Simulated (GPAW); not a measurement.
Set up this calculation in GPAW 26.7.0, as an ASE script.

| Quantity | Value |
| --- | --- |
| Task | single point |
| Functional | vdW-DF-cx |
| Potentials or basis | GPAW PAW data sets (gpaw-data 1.2.1) |
| Cutoff | 600 eV |
| Basis | pw |
| k mesh | 9 × 9 × 9 |
| Occupations | fermi-dirac, width 0.05 eV |
| Spin | no spin polarisation |
| Maxiter | 150 |

The system is Bi.

```
CELL_PARAMETERS angstrom
-1.98143 1.98143 1.98143
1.98143 -1.98143 1.98143
1.98143 1.98143 -1.98143
ATOMIC_POSITIONS crystal
Bi 0.00000 0.00000 0.00000
```

This isn't the form of Bi at room conditions, which is rhombohedral.

The input as run:

run.py

```python
from ase import Atoms
from ase.dft.bandgap import bandgap
from ase.io import write
from gpaw import GPAW, PW

atoms = Atoms(['Bi'],
              cell=[[-1.9814305318, 1.9814305318, 1.9814305318],
                    [1.9814305318, -1.9814305318, 1.9814305318],
                    [1.9814305318, 1.9814305318, -1.9814305318]],
              scaled_positions=[[0.0, 0.0, 0.0]],
              pbc=True)

calc = GPAW(mode=PW(600),
            xc={'name': 'vdW-DF-cx', 'backend': 'libvdwxc'},
            kpts={'size': (9, 9, 9), 'gamma': True},
            occupations={'name': 'fermi-dirac', 'width': 0.05},
            nbands=15,
            convergence={'density': 1e-05, 'energy': 1e-05},
            maxiter=150,
            txt='gpaw.txt')
atoms.calc = calc
energy = atoms.get_potential_energy()
forces = atoms.get_forces()
calc.write('gs.gpw')
write('result.traj', atoms)
print(f'Energy: {energy:.6f} eV')
print('Forces (eV/A):')
print(forces.round(4))
print('Fermi level:', round(calc.get_fermi_level(), 4), 'eV')
print(f'Gap: {bandgap(calc)[0]:.4f} eV, direct: {bandgap(calc, direct=True)[0]:.4f} eV')
```

Potentials or basis: GPAW PAW data sets (gpaw-data 1.2.1), pw.

Run with:

```sh
$ OMP_NUM_THREADS=1 python run.py
```

It gave:

The band gap on the k mesh is none (metal or under the smearing width).

Caveat: the PAW data sets were made with another functional, which shifts forces and pressure a little; spin-orbit coupling is left out, which moves the levels of the heavy elements.

Run time: 7.2 s on 1 thread of Arm Neoverse V2 (shared host), peak memory 0.15 GiB.
